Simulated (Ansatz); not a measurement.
Runs of Ansatz 0.2.0 on AgBr. It takes space group Fm-3m (No. 225, cubic). Conventional cell: a = 5.740 Å, b = 5.740 Å, c = 5.740 Å, α = 90.00°, β = 90.00°, γ = 90.00°. Ag (site symmetry m-3m) has 6 Br at 2.87 Å as nearest neighbours. Around Br (site symmetry m-3m) lie 6 Ag at 2.87 Å. 

| task | level | potentials or basis | spin | U | k mesh | gap on the mesh (eV) | pressure (GPa) |
| --- | --- | --- | --- | --- | --- | --- | --- |
| density of states | PBEsol+U | all-electron LAPW, scalar-relativistic | off | Ag d U = 8 eV | 8 × 8 × 8 | 1.45 | -0.4 |
| density of states | PBEsol+U | all-electron LAPW, scalar-relativistic | off | Ag d U = 2 eV | 8 × 8 × 8 | 0.84 | -1.3 |
| density of states | PBEsol+U | all-electron LAPW, scalar-relativistic | off | Ag d U = 6 eV | 8 × 8 × 8 | (c) | -0.6 |
| band structure | PBEsol | all-electron LAPW, scalar-relativistic | off | - | 6 × 6 × 6 | 0.50 | -1.6 |
| band structure | PBEsol | all-electron LAPW, relativistic spinors | SOC, no magnetisation | - | 6 × 6 × 6 | 0.42 | -1.6 |
| density of states | PBEsol+U | all-electron LAPW, scalar-relativistic | off | Ag d U = 4 eV | 8 × 8 × 8 | (a) | (b) |
| density of states | PBEsol | all-electron LAPW, scalar-relativistic | off | - | 8 × 8 × 8 | 0.50 | -1.6 |

Alike in all rows: cell as given; cutoff (eV) 214; smearing fermi-dirac 0.05 eV; basis error allowed 0.001 eV/atom.

Question: Estimate the missing entries.

Answer: (a) 1.10; (b) -0.9; (c) 1.30.

Caveats: U is the effective U less J, on atomic orbitals that reach past the spheres (some runs).

A k mesh can miss the band edges, and rows without SOC leave out spin-orbit coupling on Ag, Br.
